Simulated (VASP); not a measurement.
ZrN:

```
Zr N
1.0
     0.00000    2.30000    2.30000
     2.30000    0.00000    2.30000
     2.30000    2.30000    0.00000
Zr N
1 1
Direct
  0.50000 0.50000 0.50000
  0.00000 0.00000 0.00000
```

```yaml
Program: VASP 6.6.1
Task: relaxation of cell and atoms
Functional: PBEsol
Potentials_or_basis: VASP PAW PBE potentials, release 64 (Zr_sv, N)
Cutoff: 600 eV
k_mesh: 14 × 14 × 14
Occupations: methfessel-paxton, width 0.1 eV
Spin: no spin polarisation
```

At the start: pressure -7.6 GPa; volume 12.17 Å³/atom.

Q: Where does the relaxation end?

A: Over 3 steps the energy falls by 8.9 meV/atom and the volume is 11.81 Å³/atom (-2.9 %); space group Fm-3m (No. 225, to 0.05 Å).

Step by step:
| step | energy change (eV) | largest force (eV/Å) | pressure (GPa) | volume (Å³) |
| --- | --- | --- | --- | --- |
| 1 | 0.0000 | 0.0000 | -7.61 | 24.33 |
| 2 | 0.0439 | 0.0000 | 16.55 | 22.36 |
| 3 | -0.0177 | 0.0000 | -0.13 | 23.62 |

Final structure:
```
CELL_PARAMETERS angstrom
0.00000 2.27731 2.27731
2.27731 0.00000 2.27731
2.27731 2.27731 0.00000
ATOMIC_POSITIONS crystal
Zr 0.50000 0.50000 0.50000
N 0.00000 0.00000 0.00000
```

Caveat: the PAW data sets were made with another functional, which shifts forces and pressure a little.
